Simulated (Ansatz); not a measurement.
Set up this calculation in Ansatz 0.2.0, as the native input.

| Property | Result |
| --- | --- |
| Task | single point |
| Functional | PBE |
| Potentials or basis | Ansatz PAW |
| Cutoff | 420 eV (not typed: the program's choice for these potentials) |
| k mesh | 8 × 8 × 8 |
| Occupations | gaussian, width 0.027 eV |
| Spin | no spin polarisation |

HgSe:

```xyz
2
Lattice="0.0000 3.0390 3.0390 3.0390 0.0000 3.0390 3.0390 3.0390 0.0000" Properties=species:S:1:pos:R:3 pbc="T T T"
Hg    0.0000    0.0000    0.0000
Se    4.5585    4.5585    4.5585
```

These files were run (other wordings do the same):

input.yaml

```yaml
crystal:
  lattice:
    - [0.0, 3.039, 3.039]
    - [3.039, 0.0, 3.039]
    - [3.039, 3.039, 0.0]
  atoms:
    - { symbol: Hg, position: [0.0, 0.0, 0.0] }
    - { symbol: Se, position: [0.75, 0.75, 0.75] }
hamiltonian:
  xc: pbe
  pseudopotentials: { kind: paw }
kpoints:
  mp_grid: { grid: [8, 8, 8] }
scf:
  occupations: { method: gaussian, width: 0.027 }
output:
  forces: true
  stress: true
  eigenvalues: true
  write_density: true
  write_potential: true
  elf: true
  volumetric_format: npy
```

Potentials or basis: Ansatz PAW.

Launch:

```console
$ ansatz run input.yaml --threads 2 --pin off --max-ram 5632MiB --backend cpu --events-out ev --progress --plain --runs-dir out
```

Results of the run:

```yaml
Pressure: 4.7 GPa
Band_gap_on_the_k_mesh: none (metal or under the smearing width)
```

Wall time 4.5 s on 2 threads of Intel(R) Xeon(R) Processor @ 2.50GHz (Skylake/Cascade Lake), with other jobs on the host, peak memory 0.38 GiB.
